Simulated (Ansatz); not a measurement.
Crystal: SiNi.

```
Ni Si
1.0
     2.94277    0.00000    0.00000
     0.00000    3.28033    0.00000
     0.00000    0.00000    4.67745
Ni Si
2 2
Cartesian
  1.4714 1.6402 1.6020
  0.0000 0.0000 3.0754
  1.4714 1.6402 3.9438
  0.0000 0.0000 0.7337
```

The cell is a database's computed one.

- Program: Ansatz 0.2.0
- Task: relaxation of cell and atoms
- Functional: LDA
- Potentials or basis: all-electron LAPW, scalar-relativistic
- Basis error allowed: 0.002 eV/atom
- k mesh: 7 × 6 × 5
- Occupations: fermi-dirac, width 0.05 eV
- Spin: collinear spin, ferromagnetic start
- Starting moments: [1.0, 1.0, 0.0, 0.0] μB

At the start: volume 11.29 Å³/atom.

How do energy, volume and symmetry change on relaxing?

Over 9 steps the energy falls by 5.5 meV/atom and the volume is 10.98 Å³/atom (-2.7 %); space group Pmmn (No. 59, to 0.05 Å); moment 0.00 μB per cell.

Step by step:
| step | energy change (eV) | largest force (eV/Å) | volume (Å³) |
| --- | --- | --- | --- |
| 1 | 0.0000 | 0.2171 | 45.15 |
| 2 | -0.0155 | 0.1353 | 44.55 |
| 3 | -0.0203 | 0.0123 | 44.02 |
| 4 | -0.0205 | 0.0131 | 44.00 |
| 5 | -0.0207 | 0.0053 | 44.03 |
| 6 | -0.0214 | 0.0408 | 44.08 |
| 7 | -0.0219 | 0.0409 | 43.98 |
| 8 | -0.0221 | 0.0041 | 43.93 |
| 9 | -0.0221 | 0.0041 | 43.93 |

Final structure:
```
Ni Si
1.0
     2.86026    0.00000    0.00000
     0.00000    3.30965    0.00000
     0.00000    0.00000    4.64106
Ni Si
2 2
Direct
  0.50000 0.50000 0.34257
  0.00000 0.00000 0.65743
  0.50000 0.50000 0.84071
  0.00000 0.00000 0.15929
```

Caveat: the k mesh is thin for a metal, which can move the energy by tens of meV per atom; the starting moments weren't kept.
